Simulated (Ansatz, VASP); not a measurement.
AgCl: VASP beside Ansatz

File INCAR:

```
PREC = Accurate
ENCUT = 520
EDIFF = 1E-6
ISMEAR = 0
SIGMA = 0.01
LREAL = False
LASPH = True
NELM = 100
ALGO = Normal
ISIF = 2
LWAVE = False
LCHARG = False
GGA = PE
NBANDS = 26
```

The input KPOINTS:

```
regular mesh
0
Gamma
  12 12 4
```

POSCAR

```
AgCl
1.0
    4.0048623878      0.0000000000      0.0000000000
   -2.0024311939      3.4683125665      0.0000000000
    0.0000000000      0.0000000000      6.2010351026
Ag Cl
2 2
Direct
    0.0000000000      0.0000000000      0.0000000000
    0.0000000000      0.0000000000      0.5000000000
    0.3333333333      0.6666666667      0.2500000000
    0.6666666667      0.3333333333      0.7500000000
```

Input for Ansatz:

```yaml
crystal:
  lattice:
    - [4.0048623878, 0.0, 0.0]
    - [-2.0024311939, 3.4683125665, 0.0]
    - [0.0, 0.0, 6.2010351026]
  atoms:
    - { symbol: Ag, position: [0.0, 0.0, 0.0] }
    - { symbol: Ag, position: [0.0, 0.0, 0.5] }
    - { symbol: Cl, position: [0.3333333333, 0.6666666667, 0.25] }
    - { symbol: Cl, position: [0.6666666667, 0.3333333333, 0.75] }
kpoints:
  mp_grid: { grid: [12, 12, 4] }
  band_path:
    path:
      - [0.0, 0.0, 0.0]
      - [0.5, 0.0, 0.0]
      - [0.3333333333, 0.3333333333, 0.0]
      - [0.0, 0.0, 0.5]
      - [0.5, 0.0, 0.5]
      - [0.3333333333, 0.3333333333, 0.5]
    npoints: 1
hamiltonian:
  xc: pbe
scf:
  occupations: { method: fixed }
  n_extra_bands: 5
output:
  forces: true
  stress: true
  eigenvalues: true
```

Alike in both runs: task single point; functional PBE; k mesh 12 × 12 × 4; no spin polarisation.

```csv
,VASP,Ansatz
version,VASP 6.6.1,Ansatz 0.2.0
potentials or method,"VASP PAW PBE potentials, release 64 (Ag, Cl)","plane waves, PAW"
plane-wave cutoff (eV),520,420
occupations,"gaussian, width 0.01 eV",fixed
valence electrons in the cell,36,52
```

Ansatz gave:

| Property | Result |
| --- | --- |
| gap on the k mesh at the Fermi level (eV) | 0.91 |
| pressure (GPa) | 1.6 |
| largest component of the traceless stress (GPa) | 0.21 |

Question: What did VASP give for the same quantities?

Answer: gap on the k mesh at the Fermi level (eV): 0.91; pressure (GPa): 1.5; largest component of the traceless stress (GPa): 0.21.

The two sets of potentials don't hold the same shells in valence.

A k mesh can miss the band edges.
